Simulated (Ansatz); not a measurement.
# Fe in Ansatz: the effect of target pressure

The system is Fe.

```xyz
1
Lattice="-1.4430 1.4430 1.4430 1.4430 -1.4430 1.4430 1.4430 1.4430 -1.4430" Properties=species:S:1:pos:R:3 pbc="T T T"
Fe    0.0000    0.0000    0.0000
```

Alike in all runs:

```yaml
Program: Ansatz 0.2.0
Task: relaxation of cell and atoms
Functional: PBE
Potentials_or_basis: Ansatz PAW
Cutoff: "420 eV (not typed: the program's choice for these potentials)"
k_mesh: 13 × 13 × 13
Occupations: fermi-dirac, width 0.05 eV
Spin: collinear spin, ferromagnetic start
Starting_moments: "[3.0] μB"
```

Each run relaxes the cell or the atoms first.

```tsv
target pressure	relaxed volume (Å³/atom)	moment (μB)
0 GPa	11.31	2.12
2 GPa	11.20	2.10
5 GPa	11.04	2.09
10 GPa	10.82	2.06
20 GPa	?	?
30 GPa	10.11	1.99
```

Problem. What does the run with target pressure 20 GPa give?

Solution. Relaxed volume 10.42 Å³/atom; moment 2.01 μB.

Worked out: In Murnaghan's law V^(-B') rises as a straight line in P. The other rows fit best with B' = 5.0, V0 = 11.31 Å³/atom and B0 = 200 GPa, which gives 10.43 Å³/atom at 20 GPa, against the run's 10.42. A parabola through the other rows of the moment, of slope -0.00352 μB per GPa there, gives 2.02 μB, against the run's 2.01.

Caveats: the plane-wave basis is chosen anew once the cell has moved, so the energies of steps on either side of that aren't comparable; the volume moved by over 15 % at a fixed basis, so the end points are rough (some runs).
